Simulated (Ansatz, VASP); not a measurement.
This is a calculation of InPd for VASP 6.6.1.

Contents of INCAR:

```
SYSTEM = InPd
PREC     = Accurate       ! precision mode
ENCUT    = 520            ! plane-wave cutoff, eV
EDIFF    = 1E-6           ! SCF threshold, eV
ISMEAR   = -1             ! smearing method
SIGMA    = 0.05           ! smearing width, eV
LREAL    = .False.        ! projectors in reciprocal space
LASPH    = .True.         ! aspherical terms in the spheres
NELM     = 80             ! most SCF steps
ALGO     = Fast           ! electronic algorithm
ISIF     = 2              ! what is computed and relaxed
LWAVE    = .False.        ! write WAVECAR
LCHARG   = .True.         ! write CHGCAR
GGA      = PE             ! functional
LELF     = .True.         ! ELF
LVHAR    = .True.       
NBANDS   = 18             ! bands
```

KPOINTS

```
regular mesh
0
Gamma
  8 8 8
  0 0 0
```

File POSCAR:

```
InPd
1.0
    3.2935535226      0.0000000000      0.0000000000
    0.0000000000      3.2935535226      0.0000000000
    0.0000000000      0.0000000000      3.2935535226
In Pd
1 1
Direct
    0.0000000000      0.0000000000      0.0000000000
    0.5000000000      0.5000000000      0.5000000000
```

Potentials or basis: VASP PAW PBE potentials, release 64 (In_d, Pd).

Run with:

```sh
$ cat potpaw_PBE.64/In_d/POTCAR potpaw_PBE.64/Pd/POTCAR > POTCAR
$ mpirun -np 1 vasp_std > vasp.out
```

**Question.** Translate it to Ansatz 0.2.0. Potentials there: all-electron LAPW, scalar-relativistic.

**Answer.** As run (the cutoff follows the program's own potentials):

The input input.yaml:

```yaml
crystal:
  lattice:
    - [3.2935535226, 0.0, 0.0]
    - [0.0, 3.2935535226, 0.0]
    - [0.0, 0.0, 3.2935535226]
  atoms:
    - { symbol: In, position: [0.0, 0.0, 0.0] }
    - { symbol: Pd, position: [0.5, 0.5, 0.5] }
kpoints:
  mp_grid: { grid: [8, 8, 8] }
scf:
  occupations: { method: fermi_dirac, width: 0.05 }
hamiltonian:
  xc: pbe
  pseudopotentials: { kind: all_electron, lapw: { basis_error: 0.0005 } }
output:
  forces: true
  stress: true
  eigenvalues: true
```

Potentials or basis: all-electron LAPW, scalar-relativistic.

Launch:

```console
$ ansatz run input.yaml --threads 1 --pin off --max-ram 3072MiB --backend cpu --events-out ev --progress --plain --runs-dir out
```

Both were run:

|  | VASP | Ansatz | Ansatz less VASP |
| --- | --- | --- | --- |
| gap on the k mesh at the Fermi level (eV) | none | none | - |
| pressure (GPa) | 1.1 | 1.1 | -0.04 |

A gap of «none» marks a metal or a gap that the smearing closes. Ansatz ran all-electron here, so the differences hold the error of VASP's frozen core and of both bases.
